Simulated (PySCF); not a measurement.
# C3H6O: the cost of one run

Computed with PySCF 2.14.0, with density-fitted response routines of our own, on a single molecule in the gas phase. Atoms are numbered from 0 throughout.

### 1 The molecule as given

10 atoms, charge 0, multiplicity 1; geometry from: GFN2-xTB.

Bonds of the start (Å): C0–C1 1.51, C1–C2 1.51, C1–O3 1.20, C0–H4 1.09, C0–H5 1.09, C0–H6 1.09, C2–H7 1.09, C2–H8 1.09, C2–H9 1.09.

### 2 Geometry optimisation at PBE0-D3(BJ)/def2-SVP

Job settings and geometry (Å):

```
{"job": {"xc": "PBE0", "basis": "def2-SVP", "d3": "d3bj", "grid": 1, "kind": "geom"}, "charge": 0, "multiplicity": 1}
C     -1.215460    -0.110070    -0.784160
C     -0.007220    -0.000070     0.113370
C      1.306020     0.110810    -0.621620
O     -0.083610    -0.000590     1.314420
H     -1.124330    -0.988810    -1.418710
H     -1.279490     0.764530    -1.425840
H     -2.120180    -0.190240    -0.187830
H      2.126740     0.190290     0.085940
H      1.448150    -0.763470    -1.254820
H      1.297000     0.990220    -1.261690
```

**Question.** How long does this first job take on 4 threads of Arm Neoverse V1, shared host?

About 5.8 s.
